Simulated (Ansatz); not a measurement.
**Ni: properties at the relaxed cell**

One table from this session's results is given with a row withheld; the runs are named, their logs left out.

Computed with Ansatz 0.2.0 (DFT PBEsol, scalar-relativistic, plane waves, PAW, unless a step's input says otherwise).

2 further runs of the same task are left out: 2 set aside as unsound or not needed.

## The system as given

The structure is cubic, space group Fm-3m (No. 225). The conventional cell has a = 3.463 Å, b = 3.463 Å, c = 3.463 Å, α = 90.00°, β = 90.00°, γ = 90.00°. Around Ni (site symmetry m-3m) lie 12 Ni at 2.45 Å.

As a file:

```xyz
1
Lattice="0.0000 1.7316 1.7316 1.7316 0.0000 1.7316 1.7316 1.7316 0.0000" Properties=species:S:1:pos:R:3 pbc="T T T"
Ni    0.0000    0.0000    0.0000
```

This cell was relaxed beforehand with the same method: volume 10.38 Å³/atom, gap on the mesh none (metal), site moments up to 0.7 μB.

Set-up of the first run:

File input.yaml:

```yaml
crystal:
  lattice:
    - [0.0, 1.7315727433, 1.7315727433]
    - [1.7315727433, 0.0, 1.7315727433]
    - [1.7315727433, 1.7315727433, 0.0]
  atoms:
    - { symbol: Ni, position: [0.0, 0.0, 0.0], spin: 0.73 }
basis:
  ecutwfc: 420
kpoints:
  mp_grid: { grid: [20, 20, 20] }
  band_path:
    path:
      - [[0.0, 0.0, 0.0], [0.5, 0.0, 0.5], [0.625, 0.25, 0.625]]
      - [[0.375, 0.375, 0.75], [0.0, 0.0, 0.0], [0.5, 0.5, 0.5], [0.5, 0.25, 0.75], [0.5, 0.0, 0.5]]
    npoints: 14
hamiltonian:
  xc: pbesol
scf:
  occupations: { method: gaussian, width: 0.1 }
  n_extra_bands: 6
output:
  forces: true
  stress: true
  eigenvalues: true
  populations: true
  dos: { projected: true, de: 0.02, nscf_kmesh: { grid: [30, 30, 30] } }
  bader: true
  write_density: true
  write_potential: true
  elf: true
  volumetric_format: npy
magnetization:
  spin_polarized: true
checkpoint:
  read: start.run
  write: ck
  compress: false
  write_wavefunctions: false
  write_every: 100000
```

Run with:

```bash
$ ansatz run input.yaml --threads 1 --pin off --max-ram 2560MiB --backend cpu --events-out ev --progress --plain --runs-dir out
```

Steps of the session up to this table: Electronic structure at the relaxed geometry; The cell scaled to 0.97 of its volume; Volume × 1.03; Volume × 0.94; Volume × 1.06.

One table of the session follows, with a row left open; its other results are not shown here.

It belongs to the step «Energy against volume». 

| volume (Å³/atom) | energy above the lowest point (meV/atom) | pressure (GPa) | largest moment (μB) |
| --- | --- | --- | --- |
| 9.761 | 30.2 | 16.64 | 0.65 |
| 10.072 | 7.0 | 7.59 | 0.66 |
| 10.384 | 0.0 | 0.00 | 0.67 |
| 10.695 | ? | ? | ? |
| 11.007 | 24.4 | -11.70 | 0.68 |

Q: Estimate the row for volume (Å³/atom) = 10.695 from the others.

Worked estimate for «energy above the lowest point (meV/atom)». A straight line through the neighbours (10.384, 0.0) and (11.007, 24.4) gives 0.0 + (24.4 − 0.0) × (10.695 − 10.384) / (11.007 − 10.384) = 12.2; a parabola fitted to 3 rows on both sides gives 5.8.

The run gave: energy above the lowest point (meV/atom): 6.5; pressure (GPa): -6.37; largest moment (μB): 0.67. In «energy above the lowest point (meV/atom)» the line misses by +5.7 and the parabola by -0.7.

To keep in mind: Warnings in the runs' records: stability check not made.
